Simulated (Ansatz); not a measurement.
Input and command of a plane-wave DFT calculation in Ansatz:

```yaml
crystal:
  lattice:
    - [2.9916, 0.0, 0.0]
    - [0.0, 2.9916, 0.0]
    - [0.0, 0.0, 2.9916]
  atoms:
    - { symbol: Al, position: [-0.1418184479, -0.1418184479, 0.0] }
    - { symbol: Ru, position: [0.5, 0.5, 0.5] }
basis:
  ecutwfc: 420
kpoints:
  mp_grid: { grid: [16, 16, 16] }
hamiltonian:
  xc: pbe
scf:
  occupations: { method: gaussian, width: 0.15 }
output:
  forces: true
  stress: true
  eigenvalues: true
```

```bash
ansatz run input.yaml --threads 1 --pin off --max-ram 2560MiB --backend cpu --events-out ev --progress --plain --runs-dir out
```

Processor: AMD EPYC 7R43 64-Core Processor (Zen 3), 1 thread, on a host shared with other jobs.

Task: How long does it run, and how much memory does it take?

Result: About 17 s on 1 thread of AMD EPYC 7R43 64-Core Processor (Zen 3) (shared host), peak memory 0.61 GiB. It solves 14 bands at 657 k points (the mesh reduced by symmetry) with about 485 plane waves, in 6 SCF iterations.
